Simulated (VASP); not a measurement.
A run of VASP 6.6.1:

File INCAR:

```
SYSTEM = Ni
PREC     = Accurate       ! precision mode
ENCUT    = 600            ! plane-wave cutoff, eV
EDIFF    = 1E-6           ! SCF threshold, eV
ISMEAR   = -1             ! smearing method
SIGMA    = 0.05           ! smearing width, eV
LREAL    = .False.        ! projectors in reciprocal space
LASPH    = .True.         ! aspherical terms in the spheres
NELM     = 120            ! most SCF steps
ALGO     = Normal         ! electronic algorithm
ISIF     = 3              ! what is computed and relaxed
LWAVE    = .False.        ! write WAVECAR
LCHARG   = .False.        ! write CHGCAR
ISPIN    = 2              ! spin polarisation
MAGMOM   = 1              ! initial moments
LORBIT   = 11             ! projections on sites
LMAXMIX  = 4              ! l up to which the mixer works
GGA      = RP             ! functional
IVDW     = 12             ! dispersion correction
IBRION   = 2              ! ionic algorithm
NSW      = 60             ! ionic steps
EDIFFG   = -0.02          ! ionic threshold
```

File KPOINTS:

```
regular mesh
0
Gamma
  13 13 13
  0 0 0
```

POSCAR

```
Ni
1.0
    0.0000000000      1.7375729330      1.7375729330
    1.7375729330      0.0000000000      1.7375729330
    1.7375729330      1.7375729330      0.0000000000
Ni
1
Direct
    0.0000000000      0.0000000000      0.0000000000
```

Potentials or basis: VASP PAW PBE potentials, release 64 (Ni).

Run with:

```bash
$ cat potpaw_PBE.64/Ni/POTCAR > POTCAR
$ mpirun -np 1 vasp_std > vasp.out
```

Hardware: 1 thread of Intel(R) Xeon(R) 6975P-C (Granite Rapids), on a shared host.

Question: Estimate the wall time of this run.

Answer: It took 32 s on 1 thread of Intel(R) Xeon(R) 6975P-C (Granite Rapids), with other jobs on the host, peak memory 0.15 GiB. Counts: scf iterations 37, k points 84, ion steps 4.
